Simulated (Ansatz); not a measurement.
The system is Ti.

```xyz
1
Lattice="-1.6410 1.6410 1.6410 1.6410 -1.6410 1.6410 1.6410 1.6410 -1.6410" Properties=species:S:1:pos:R:3 pbc="T T T"
Ti    0.0000    0.0000    0.0000
```

This isn't the form of Ti at room conditions, which is hcp.

Base run:

- Program: Ansatz 0.2.0
- Functional: PBEsol
- Potentials or basis: Ansatz PAW
- Cutoff: 420 eV (not typed: the program's choice for these potentials)
- k mesh: 11 × 11 × 11
- Occupations: fermi-dirac, width 0.05 eV
- Spin: no spin polarisation

Its results: band gap on the k mesh none (metal or under the smearing width); pressure -6.8 GPa.

The run is repeated on the same cell with these changes: functional from PBEsol to LDA. What comes out?

Band gap on the k mesh none (metal or under the smearing width); pressure -10.9 GPa.

LDA binds more tightly than PBEsol, so the same cell stands under less pressure.

Caveats: the PAW data sets come from PBE, with cores solved anew for the run's functional, which leaves a small shift of forces and pressure.
